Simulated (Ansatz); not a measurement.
Pressure series in AlSb

Start from AlSb in the zinc blende structure (space group F-43m, No. 216; a = 6.1775 Å).

Cell and atoms are relaxed at each pressure.

Computed with r2SCAN/PAW in Ansatz (a first-principles code), no spin-orbit coupling, earlier PAW set.

```csv
pressure (GPa),volume per atom (Å³/atom)
-2,30.659
0,29.467
0.9,29.020
2.1,28.456
4.5,27.489
9,26.033
15,24.550
22.5,?
30,22.015
```

Problem. Fit the third-order Birch–Murnaghan form P(V) = (3B₀/2)[(V₀/V)^(7/3) − (V₀/V)^(5/3)]·[1 + (3/4)(B₀′ − 4)((V₀/V)^(2/3) − 1)] (squares taken in P) to the rows shown and predict the withheld row.

Solution. Least squares on the printed values gives V₀ = 29.475 Å³/atom, B₀ = 56.0 GPa, B₀′ = 4.1; this predicts 23.127 Å³/atom, and the run gives 23.132 Å³/atom, 0.005 higher.

Measured bulk modulus of AlSb: 58.2 GPa (temperature not stated; as listed in Cormac Toher et al., Physical Review Materials (2017)); the computed value is for a static lattice, so the two differ by thermal effects too.

Load acts through the strain it causes; cell and atoms are relaxed under it. Whether these cells are dynamically stable was not tested. Measured, AlSb leaves this structure (for a Cmcm phase) near 8.1 GPa (temperature not stated; as listed in Datta, Sujoy, Jana, Debnarayan, arXiv (2020)), on rising pressure, with hysteresis.
